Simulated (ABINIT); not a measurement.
Crystal: BeTe.

```
Te Be
1.0
     0.00000    2.77000    2.77000
     2.77000    0.00000    2.77000
     2.77000    2.77000    0.00000
Te Be
1 1
Direct
  0.75000 0.75000 0.75000
  0.00000 0.00000 0.00000
```

Base run:

| Quantity | Value |
| --- | --- |
| Program | ABINIT 10.8.3 (patched build) |
| Functional | RPBE |
| Potentials or basis | JTH PAW PBE v2.0 |
| Cutoff | 517 eV |
| k mesh | 8 × 8 × 8 |
| Occupations | fermi-dirac, width 0.05 eV |
| Spin | spin-orbit coupling, no magnetisation |

Its results: band gap on the k mesh 1.64 eV, indirect (least direct gap 3.31 eV); pressure 6.1 GPa.

Problem. After a change of settings the same cell gave: band gap on the k mesh 2.12 eV, indirect (least direct gap 3.76 eV); pressure 7.3 GPa. Which change was it?
A. functional from RPBE to rPW86PBE
B. functional from RPBE to BP86
C. functional from RPBE to BLYP; spin from spin-orbit coupling, no magnetisation to no spin polarisation
D. functional from RPBE to AM05

Solution. C.

Caveats: the PAW data sets were made with another functional, which shifts forces and pressure a little; spin-orbit coupling is left out, which moves the levels of the heavy elements (some runs).

Runs at the PBE level aren't shown here.
